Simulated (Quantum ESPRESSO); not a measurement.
# Ta in Quantum ESPRESSO: the effect of target pressure

The system is Ta.

```
CELL_PARAMETERS angstrom
-1.65128 1.65128 1.65128
1.65128 -1.65128 1.65128
1.65128 1.65128 -1.65128
ATOMIC_POSITIONS crystal
Ta 0.00000 0.00000 0.00000
```

Alike in all runs:

```yaml
Program: Quantum ESPRESSO 7.5
Task: phonons
Functional: PBE
Potentials_or_basis: PseudoDojo 0.4.1 SR PBE standard
Cutoff: 789 eV
Density_cutoff: 3157 eV
k_mesh: 11 × 11 × 11
Occupations: cold, width 0.2 eV
Spin: no spin polarisation
```

Each run relaxes the cell or the atoms first.

```tsv
target pressure	relaxed volume (Å³/atom)	highest phonon frequency (cm⁻¹)
0 GPa	18.23	136
5 GPa	17.79	141
10 GPa	17.41	145
20 GPa	?	?
40 GPa	15.71	157
```

**Question.** What does the run with target pressure 20 GPa give?

**Answer.** Relaxed volume 16.74 Å³/atom; highest phonon frequency 151 cm⁻¹.

Worked out: In Murnaghan's law V^(-B') rises as a straight line in P. The other rows fit best with B' = 4.0, V0 = 18.23 Å³/atom and B0 = 197 GPa, which gives 16.74 Å³/atom at 20 GPa, against the run's 16.74. A parabola through the other rows of the highest phonon frequency, of slope 0.524 cm⁻¹ per GPa there, gives 152 cm⁻¹, against the run's 151.

Caveats: the q point doesn't lie on the k mesh, which can shift a metal's frequencies strongly unless the mesh is converged; the cell is more than 3 GPa from zero pressure, which shifts response properties (some runs).
